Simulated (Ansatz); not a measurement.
Runs of Ansatz 0.2.0 on Ir. Symmetry: Fm-3m, No. 225, cubic system. The conventional cell has a = 3.831 Å, b = 3.831 Å, c = 3.831 Å, α = 90.00°, β = 90.00°, γ = 90.00°. Ir (site symmetry m-3m) is surrounded by 12 Ir at 2.71 Å. 

| task | level | cell | cutoff (eV) | pressure (GPa) | relaxed volume (Å³/atom) |
| --- | --- | --- | --- | --- | --- |
| relaxation of cell and atoms | RPBE+D4 | relaxed | - | 0.0 | (a) |
| band structure | LDA | as given | 284 | -6.6 | - |
| relaxation of cell and atoms | revPBE+D3(BJ) | relaxed | - | 0.0 | 13.97 |
| band structure | RPBE | as given | 284 | 15.3 | - |

Alike in all rows: potentials or basis all-electron LAPW, scalar-relativistic; no spin polarisation; k mesh 12 × 12 × 12; smearing fermi-dirac 0.05 eV; basis error allowed 0.001 eV/atom.

Task: Fill in the values left out.

Result: (a) 13.94.

Caveats: so large a pressure means that the cell lies far from this level's equilibrium, or that cutoff or potentials fall short (some runs).

Runs at the PBE level aren't shown here.
